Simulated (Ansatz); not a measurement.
# HfS2: the cost of one run

Program: the Python package of Ansatz 0.2.0. The levels of theory stand in the script. These are calculated values, not measurements.

## Step 1: The system

The structure is trigonal, space group P-3m1 (No. 164). Conventional cell: a = 3.640 Å, b = 3.640 Å, c = 6.056 Å, α = 90.00°, β = 90.00°, γ = 120.00°. Around Hf (site symmetry -3m) lie 6 S at 2.54 Å. S (site symmetry 3m) is surrounded by 3 Hf at 2.54 Å.

No structure file is read: the coordinates are typed or built in the script.

## Step 2: Script

xc_hfs2.py

```python
"""Functional comparison for HfS2 (totals differ with the potentials too)."""

from dataclasses import dataclass
import csv

import ansatz
from pymatgen.core import Lattice, Structure
from pymatgen.io.ase import AseAtomsAdaptor


@dataclass
class RunConfig:
    kgrid: tuple[int, ...] = (6, 6, 4)


cfg = RunConfig()

pmg_structure = Structure(
    Lattice([(3.63966, 0.0, 0.0), (-1.81983, 3.15204, 0.0), (0.0, 0.0, 6.05556)]),
    ["Hf", "S", "S"],
    [
        (0.0, 0.0, 0.0),
        (2 / 3, 1 / 3, 0.76395),
        (1 / 3, 2 / 3, 0.23605),
    ],
)
crystal = ansatz.Crystal.from_ase(AseAtomsAdaptor.get_atoms(pmg_structure))

setup = (
    crystal.calculation()
    .kpoints(*cfg.kgrid)
    .occupations(ansatz.OccupationsMethod.FIXED)
    .band_table()
)

rows = []
for value in ["revpbe", "r2scan", "lda", "pbe"]:
    rep = setup.functional(value).run().report
    rows.append((value, rep["free_energy_ev"] / len(rep["lattice"]["sites"]), rep["n_iterations"], rep["gap_by_band_count_ev"], rep["n_kpoints"]))

with open("xc.csv", "w", newline="") as handle:
    writer = csv.writer(handle)
    writer.writerow(["functional", "F/atom (eV)", "iterations", "gap by band count (eV)", "k-points"])
    writer.writerows([round(v, 5) if isinstance(v, float) else v for v in row] for row in rows)
print(open("xc.csv").read())
```

## Step 3: The input behind the calls

The engine receives this input (first run):

```yaml
crystal:
  lattice:
    - [3.63966, 0.0, 0.0]
    - [-1.81983, 3.15204, 0.0]
    - [0.0, 0.0, 6.05556]
  atoms:
    - { symbol: Hf, position: [0.0, 0.0, 0.0] }
    - { symbol: S, position: [0.6666666666666666, 0.33333333333333326, 0.76395] }
    - { symbol: S, position: [0.33333333333333326, 0.6666666666666665, 0.23605] }
kpoints:
  mp_grid:
    grid: [6, 6, 4]
hamiltonian:
  xc: revpbe
scf:
  occupations:
    method: fixed
output:
  eigenvalues: true
```

## Step 4: Running it

Command:

```sh
python xc_hfs2.py
```

Q: Estimate wall time and peak memory on 1 thread of Arm Neoverse V1, shared host.

About 14 s, with a peak of 0.58 GiB.
